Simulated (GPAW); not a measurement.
Here is a GPAW 26.7.0 calculation.

File run.py:

```python
from ase import Atoms
from ase.eos import EquationOfState
from ase.io import Trajectory
from ase.units import GPa
from gpaw import GPAW, PW

atoms = Atoms(['Cd', 'O'],
              cell=[[0.0, 2.3495, 2.3495],
                    [2.3495, 0.0, 2.3495],
                    [2.3495, 2.3495, 0.0]],
              scaled_positions=[[0.0, 0.0, 0.0],
                                [0.5, 0.5, 0.5]],
              pbc=True)

traj = Trajectory('eos.traj', 'w')
volumes, energies = [], []
for x in [0.94, 0.96, 0.98, 1.0, 1.02, 1.04, 1.06]:
    a = atoms.copy()
    a.set_cell(atoms.cell * x**(1 / 3), scale_atoms=True)
    calc = GPAW(mode=PW(800),
                xc={'name': 'optB88-vdW', 'backend': 'libvdwxc'},
                kpts={'size': (8, 8, 8), 'gamma': True},
                occupations={'name': 'fermi-dirac', 'width': 0.05},
                nbands=18,
                convergence={'density': 1e-05, 'energy': 1e-05},
                maxiter=150,
                legacy_gpaw=True,
                txt=f'eos-{x:.2f}.txt')
    a.calc = calc
    energies.append(a.get_potential_energy(force_consistent=True))
    volumes.append(a.get_volume())
    calc.write(f'eos-{x:.2f}.gpw')
    traj.write(a)
    print(f'{x:.2f} {volumes[-1]:10.4f} A^3 {energies[-1]:14.6f} eV', flush=True)

v0, e0, B = EquationOfState(volumes, energies, eos='birchmurnaghan').fit()
print(f'V0 = {v0:.4f} A^3, E0 = {e0:.6f} eV, B0 = {B / GPa:.2f} GPa')
```

Potentials or basis: GPAW PAW data sets (gpaw-data 1.2.1), pw.

Command:

```console
$ OMP_NUM_THREADS=1 python run.py
```

Predict the equilibrium volume.

13.47 Å³/atom.

What does it give for the pressure derivative of the bulk modulus?

4.6.

Energy against volume, from the lowest point:
```tsv
volume (Å³/atom)	energy (meV/atom)
12.191	61.41
12.451	37.53
12.710	20.07
12.970	8.37
13.229	1.89
13.488	0.00
13.748	2.29
```

Caveat: the PAW data sets were made with another functional, which shifts forces and pressure a little. Zero-point motion and thermal expansion aren't in these numbers.
